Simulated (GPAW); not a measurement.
# SnO2 (R-3m) in GPAW: reference runs

How does SnO2 come out in PBE? The cell is run as given.

Everything below comes from runs of GPAW 26.7.0. Logs are shortened: lines on timing, memory, paths and dates and some standing lists are left out, and cuts for length are marked. The log counts tension as positive stress, the text compression.

## Step 1: The crystal as given

It takes space group R-3m (No. 166, trigonal). The conventional cell has a = 3.234 Å, b = 3.234 Å, c = 14.402 Å, α = 90.00°, β = 90.00°, γ = 120.00°. Around Sn (site symmetry -3m) lie 6 O at 2.13 Å. O (site symmetry 3m) is surrounded by 3 Sn at 2.13 Å.

Measurements of this composition are mostly on another form, of space group No. 136.

## Step 2: Single point, PBE

The input, run.py:

```python
from ase import Atoms
from ase.dft.bandgap import bandgap
from ase.io import write
from ase.units import Bohr, GPa
from gpaw import GPAW, PW
from gpaw.elf import elf_from_dft_calculation

atoms = Atoms(['Sn', 'O', 'O'],
              cell=[[1.6170930752, 0.9336291223, 4.800592584],
                    [-1.6170930752, 0.9336291223, 4.800592584],
                    [0.0, -1.8672582446, 4.800592584]],
              scaled_positions=[[0.5, 0.5, 0.5],
                                [0.76283, 0.76283, 0.76283],
                                [0.23717, 0.23717, 0.23717]],
              pbc=True)

calc = GPAW(mode=PW(800),
            xc='PBE',
            kpts={'size': (10, 10, 10), 'gamma': True},
            occupations={'name': 'fermi-dirac', 'width': 0.05},
            nbands=24,
            convergence={'density': 1e-05, 'energy': 1e-05},
            maxiter=150,
            txt='gpaw.txt')
atoms.calc = calc
energy = atoms.get_potential_energy()
forces = atoms.get_forces()
stress = atoms.get_stress()
calc.write('gs.gpw')
write('result.traj', atoms)
print(f'Energy: {energy:.6f} eV')
print('Forces (eV/A):')
print(forces.round(4))
print('Stress (GPa):', (stress / GPa).round(3))
print('Fermi level:', round(calc.get_fermi_level(), 4), 'eV')
print(f'Gap: {bandgap(calc)[0]:.4f} eV, direct: {bandgap(calc, direct=True)[0]:.4f} eV')

# fields on the real-space grid
write('density.cube', atoms, data=calc.get_pseudo_density() * Bohr**3)
write('potential.cube', atoms, data=calc.get_electrostatic_potential())
write('elf.cube', atoms, data=elf_from_dft_calculation(calc).data)
```

Potentials or basis: GPAW PAW data sets (gpaw-data 1.2.1), pw.

On the command line:

```
$ OMP_NUM_THREADS=1 python run.py
```

gpaw.txt:

```text
__  _  _
 | _ |_)|_||  |
 |__||  | ||/\| - 26.7.0

Input parameters:
  mode=PW(ecut=800.0),
  convergence={'density': 1e-05, 'energy': 1e-05},
  kpts=MonkhorstPack(size=(10, 10, 10), gamma=True),
  maxiter=150,
  nbands=24,
  occupations=Occupations(name='fermi-dirac', width=0.05),
  xc=XC(name='PBE')

Diagonalizing LCAO Hamiltonian
Converting LCAO to pw mode

       O

       Sn

       O

Atoms  # Å, Bohr magnetons
|   | symbol |         x |         y |         z |    initial magnetic moments |
|---|--------|-----------|-----------|-----------|-----------------------------|
| 0 |     Sn |  0.000000 |  0.000000 |  7.200889 | ( 0.0000,  0.0000,  0.0000) |
| 1 |      O | -0.000000 |  0.000000 | 10.986108 | ( 0.0000,  0.0000,  0.0000) |
| 2 |      O | -0.000000 | -0.000000 |  3.415670 | ( 0.0000,  0.0000,  0.0000) |

Unit cell  # Å
| periodic |         x |         y |        z |  lengths |    angles |
|----------|-----------|-----------|----------|----------|-----------|
|      yes |  1.617093 |  0.933629 | 4.800593 | 5.150955 | 36.593718 |
|      yes | -1.617093 |  0.933629 | 4.800593 | 5.150955 | 36.593718 |
|      yes |  0.000000 | -1.867258 | 4.800593 | 5.150955 | 36.593718 |

Number of symmetries: 12
Symmetry operations  # r_c * U_cc + t_c -> r_c
|    | kind |            matrix            |
|----|------|------------------------------|
|  0 |  E   |  1, 0, 0,  0, 1, 0,  0, 0, 1 |
|  1 |  σ   |  1, 0, 0,  0, 0, 1,  0, 1, 0 |
|  2 |  σ   |  0, 1, 0,  1, 0, 0,  0, 0, 1 |
|  3 |  C3  |  0, 1, 0,  0, 0, 1,  1, 0, 0 |
|  4 |  C3  |  0, 0, 1,  1, 0, 0,  0, 1, 0 |
|  5 |  σ   |  0, 0, 1,  0, 1, 0,  1, 0, 0 |
|  6 |  C2  |  0, 0,-1,  0,-1, 0, -1, 0, 0 |
|  7 |  S6  |  0, 0,-1, -1, 0, 0,  0,-1, 0 |
|  8 |  S6  |  0,-1, 0,  0, 0,-1, -1, 0, 0 |
|  9 |  C2  |  0,-1, 0, -1, 0, 0,  0, 0,-1 |
| 10 |  C2  | -1, 0, 0,  0, 0,-1,  0,-1, 0 |
| 11 |  i   | -1, 0, 0,  0,-1, 0,  0, 0,-1 |

BZ-sampling:
  Number of BZ points: 1000
  Number of IBZ points: 116

  Monkhorst-Pack size: [10, 10, 10]
  Monkhorst-Pack shift: [0.05, 0.05, 0.05]

K-points  # in reciprocal-cell coordinates
|     |                                coordinates |     weight |
|-----|--------------------------------------------|------------|
|   0 | (  0.00000000,   0.00000000,   0.00000000) | 0.00100000 |
|   1 | (  0.10000000,   0.00000000,  -0.10000000) | 0.00600000 |
|   2 | (  0.10000000,   0.00000000,   0.00000000) | 0.00600000 |
|   3 | (  0.10000000,   0.10000000,  -0.10000000) | 0.00600000 |
|   4 | (  0.10000000,   0.10000000,   0.00000000) | 0.00600000 |
|   5 | (  0.10000000,   0.10000000,   0.10000000) | 0.00200000 |
|   6 | (  0.20000000,  -0.10000000,  -0.10000000) | 0.00600000 |
|   7 | (  0.20000000,   0.00000000,  -0.20000000) | 0.00600000 |
|   8 | (  0.20000000,   0.00000000,  -0.10000000) | 0.01200000 |
|   9 | (  0.20000000,   0.00000000,   0.00000000) | 0.00600000 |
| ... |                                            |            |
| 115 | (  0.50000000,   0.50000000,   0.50000000) | 0.00100000 |

Plane wave coefficients: 2266
Cutoff: 800.0 eV

Spin-components: 1 (collinear spins)
Bands:           24
Projectors:      16
Spin-degeneracy: 2
Datatype:        complex128

Parallelization:
  kpt:    1
  domain: 1
  band:   1

Density:
  Valence electrons: 26.0
  Components: 1
  Grid points: [35 35 35]
  Charge: 0.0  # |e|

Potential:
  Grid points: [35 35 35]

species:
  Sn:
    name:    Tin
    Z:       50.0
    valence: 14
    core:    36
    charge:  0.0  # [|e|]
    compensation charges:
      type: gauss
      rc: 0.38  # [Å]
      lmax: 2
    cutoffs:
      filter: 2.23  # [Å]
      core: 2.35  # [Å]
    projectors
    | kind |    occ | energy [eV] | rcut [Å] |
    |------|--------|-------------|----------|
    |   5s |  2.000 |     -10.538 |    1.201 |
    |   5p |  2.000 |      -3.696 |    1.270 |
    |   4d | 10.000 |     -25.845 |    1.185 |
    |    s |        |      16.674 |    1.201 |
    |    p |        |      23.515 |    1.270 |
    |    d |        |       1.367 |    1.185 |

    Using partial waves for Sn as LCAO basis

  O:
    name:    Oxygen
    Z:       8.0
    valence: 6
    core:    2
    charge:  0.0  # [|e|]
    compensation charges:
      type: gauss
      rc: 0.21  # [Å]
      lmax: 2
    cutoffs:
      filter: 1.17  # [Å]
      core: 0.83  # [Å]
    projectors
    | kind |    occ | energy [eV] | rcut [Å] |
    |------|--------|-------------|----------|
    |   2s |  2.000 |     -23.961 |    0.688 |
    |   2p |  4.000 |      -9.029 |    0.598 |
    |    s |        |       3.251 |    0.688 |
    |    p |        |      18.182 |    0.598 |
    |    d |        |       0.000 |    0.619 |

    Using partial waves for O as LCAO basis

Reference energy: -172092.397909  # eV

eigensolver:
  PPCG
  Converge bands: occupied
  niter=2

density mixing:
  MSR1-Mixer
  Pratt-step length: 0.05
  Maximum mixing coefficient: 0.75
  Old densities: 10
  SVD Regularization: 0.005
  Good broyden scale: 1.0
  Trust region scale: 1.0
  Backstep threshold: 4.0
  History deletion threshold: 6.0
  Fourier metric: weight=20.0, sigma=0.015

occupation numbers:
  Fermi-Dirac:
    width: 0.0500  # eV

poisson solver:
  ecut: 6400.0  # eV

xc functional:
  name: PBE with 2 nearest neighbor stencil

convergence criteria:
- Maximum integral of absolute [dens]ity change: 1e-05 electrons / valence electron
- Maximum [total energy] change in last 3 cyles: 1e-05 eV / valence electron
- Maximum integral of absolute [eigenst]ate change: 4e-08 eV^2 / valence electron
maximum number of iterations: 150

SCF iterations
|iter     | |      energy | eigst |  dens |
|---------|-|-------------|-------|-------|
|iter:   1| |  -21.754779 | +0.17 |       |
|iter:   2| |  -20.968816 | -1.65 | -0.89 |
|iter:   3| |  -18.978993 | -0.82 | -0.94 |
|iter:   4| |  -18.974241 | -3.15 | -1.51 |
|iter:   5| |  -18.977237 | -3.22 | -1.77 |
|iter:   6| |  -18.977405 | -4.92 | -2.89 |
|iter:   7| |  -18.977447c| -5.56 | -3.28 |
|iter:   8| |  -18.977448c| -7.32 | -4.37 |
|iter:   9| |  -18.977448c| -8.07c| -4.84 |
|iter:  10| |  -18.977448c| -8.73c| -5.75c|

Converged in 10 steps
Energy contributions relative to reference atoms: (reference = -172092.397909)

Energy contributions:
  Kinetic:          29.312929
  Coulomb:         -27.216736
  Zero:              0.191384
  External:          0.000000
  Xc:              -21.265026
  Entropy:          -0.000000
  Spinorbit:         0.000000
  ----------------------------
  Free energy:     -18.977448
  Extrapolated:    -18.977448

dipole moment: (0.000000, 0.000000, 0.000012)  # |e|*Ang

Fermi level: 4.304
Eigenvalues  # (at kpt = [0.000, 0.000, 0.000])
| band index |      eig [eV] | occ [0-2] |
|------------|---------------|-----------|
|          0 |       -16.745 |     2.000 |
|        ... |               |           |
|          5 |       -14.636 |     2.000 |
|          6 |       -12.850 |     2.000 |
|          7 |        -0.641 |     2.000 |
|          8 |         1.994 |     2.000 |
|          9 |         1.994 |     2.000 |
|         10 |         2.374 |     2.000 |
|         11 |         2.374 |     2.000 |
|         12 |         3.139 |     2.000 |
|         13 |         5.207 |     0.000 |
|         14 |         8.968 |     0.000 |
|         15 |        14.285 |     0.000 |
|         16 |        14.285 |     0.000 |
|         17 |        14.937 |     0.000 |
|         18 |        20.337 |     0.000 |
|         19 |        20.337 |     0.000 |
|         20 |        20.627 |     0.000 |
|        ... |               |           |
|         23 |        27.085 |     0.000 |

Gap: 1.957 eV
Transition (v -> c):
  (s=0, k=7, n=12, [0.20, 0.00, -0.20]) -> (s=0, k=0, n=13, [0.00, 0.00, 0.00])
Direct/indirect transitions are different
Direct gap: 2.068 eV
Transition at: (s=0, k=0, n=12, [0.00, 0.00, 0.00])

Forces  # eV/Ang
|       x |        y |        z |
|---------|----------|----------|
| 0.00000 | -0.00000 |  0.00000 |  # Sn   0
| 0.00000 |  0.00000 |  0.22090 |  # O    1
| 0.00000 | -0.00000 | -0.22090 |  # O    2

Stress tensor  # eV/Ang^3
|         x |        y |        z |
|-----------|----------|----------|
|  0.011323 | 0.000000 | 0.000000 |
| -0.000000 | 0.011323 | 0.000000 |
|  0.000000 | 0.000000 | 0.009552 |

# Writing to gs.gpw (mode='')
```

Run time: 4.4 min. Hardware: 1 thread of Arm Neoverse V1, shared host; peak memory 0.34 GiB.

What came out:

```
Free energy            : -18.9774 eV
Pressure               : -1.7 GPa
Largest force          : 0.221 eV/Å
Band gap on the k mesh : 1.96 eV, indirect (least direct gap 2.07 eV)
```

Forces in eV/Å, atoms in the order of the input:
```
Sn   0.000  0.000  0.000
O    0.000  0.000  0.221
O    0.000  0.000 -0.221
```

Stress tensor (GPa, compression positive):
```
-1.81  0.00  0.00
 0.00 -1.81  0.00
 0.00  0.00 -1.53
```

Levels at points of the mesh, in eV from the valence-band top:
```tsv
k point	band 9	band 10	band 11	band 12	band 13	band 14	band 15	band 16	band 17	band 18
(0.00, 0.00, 0.00)	-1.26	-1.26	-0.88	-0.88	-0.11	1.96	5.72	11.03	11.03	11.69
(0.50, 0.00, 0.00)	-4.11	-2.92	-1.46	-0.58	-0.55	5.33	7.73	10.07	12.31	12.68
(0.50, 0.50, 0.00)	-4.34	-3.01	-1.14	-0.44	-0.02	5.07	6.92	10.72	11.31	12.58
(0.50, 0.50, 0.50)	-1.32	-1.32	-1.24	-0.83	-0.83	3.20	5.64	11.21	11.21	12.15
```

Caveat: spin-orbit coupling is left out, which moves the levels of the heavy elements; the program warned that so skewed a cell can give wrong results.
